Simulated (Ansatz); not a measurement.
The system is TiAl.

```
Ti Al
1.0
     3.17906    0.00000    0.00000
     0.00000    3.17906    0.00000
     0.00000    0.00000    3.17906
Ti Al
1 1
Direct
  0.00000 0.00000 0.00000
  0.50000 0.50000 0.50000
```

The cell comes from a database or a generator and needn't be the stable form of this composition.

Base run:

| Quantity | Value |
| --- | --- |
| Program | Ansatz 0.2.0 |
| Functional | LDA |
| Potentials or basis | Ansatz PAW |
| Cutoff | 420 eV |
| Density cutoff | 1680 eV |
| k mesh | 8 × 8 × 8 |
| Occupations | fermi-dirac, width 0.05 eV |
| Spin | no spin polarisation |

Its results: band gap on the k mesh none (metal or under the smearing width); pressure -5.8 GPa.

Problem. The run is repeated on the same cell with these changes: functional from LDA to BLYP. What comes out?

Solution. Band gap on the k mesh none (metal or under the smearing width); pressure 3.8 GPa.

BLYP binds less tightly than LDA, so the same cell stands under more pressure.

Caveats: the PAW data sets come from PBE, with cores solved anew for the run's functional, which leaves a small shift of forces and pressure; the potentials were made for another functional, which shifts forces and pressure (some runs).

Not every run made on this cell is shown here.
